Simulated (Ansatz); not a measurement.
Relaxed-ion elastic tensor of MgF2 (rutile, P4_2/mnm) in GPa (Voigt order), PBEsol in the plane-wave PAW code Ansatz; density 3.14 g/cm³, 10.99 Å³ per atom.

```
      1     2     3     4     5     6
-  ----  ----  ----  ----  ----  ----
1   133  88.0  62.2   0.0   0.0   0.0
2  88.0   133  62.2   0.0   0.0   0.0
3  62.2  62.2   195   0.0   0.0   0.0
4   0.0   0.0   0.0  51.6   0.0   0.0
5   0.0   0.0   0.0   0.0  51.6   0.0
6   0.0   0.0   0.0   0.0   0.0  93.8
```

Task: Is the crystal mechanically stable?

Result: Yes: the smallest eigenvalue of C is 44.5 GPa.

Task: Work out the Voigt, Reuss and Hill averages.

Result: K_V = 98.3, K_R = 97.5, K_H = 97.9; G_V = 55.9, G_R = 45.0, G_H = 50.4 GPa.

Task: Give Young's modulus, Poisson's ratio, Pugh's ratio and the universal anisotropy index.

Result: E = 9KG/(3K + G) = 129 GPa; ν = 0.28; K/G = 1.94 (ductile by the Pugh limit of 1.75); A_U = 5G_V/G_R + K_V/K_R − 6 = 1.22.

Task: Estimate the sound speeds and the Debye temperature.

Result: v_l = √((K + 4G/3)/ρ) = 7250 m/s, v_t = √(G/ρ) = 4010 m/s, mean 4470 m/s; Θ = (h/k)(3n/4πV)^(1/3) v_m = 598 K.

Task: Solve the Christoffel equation for the three sound speeds along x, y, z.

Result: Eigenvalues of C_ijkl n_j n_l equal ρv². In km/s, slowest first: x 4.06, 5.47, 6.50; y 4.06, 5.47, 6.50; z 4.06, 4.06, 7.88.

Task: How much does each axis shrink under pressure?

Result: Linear compressibilities β_i = Σ_j S_ij (j = 1 to 3): x 3.8, y 3.8, z 2.7 per TPa.

Symmetry was held in the PBEsol relaxation.

Potentials: the earlier of the program's two PAW sets. The files were generated under PBE; for other functionals the program regenerates the frozen cores, and for LDA and PBEsol the local potential too.
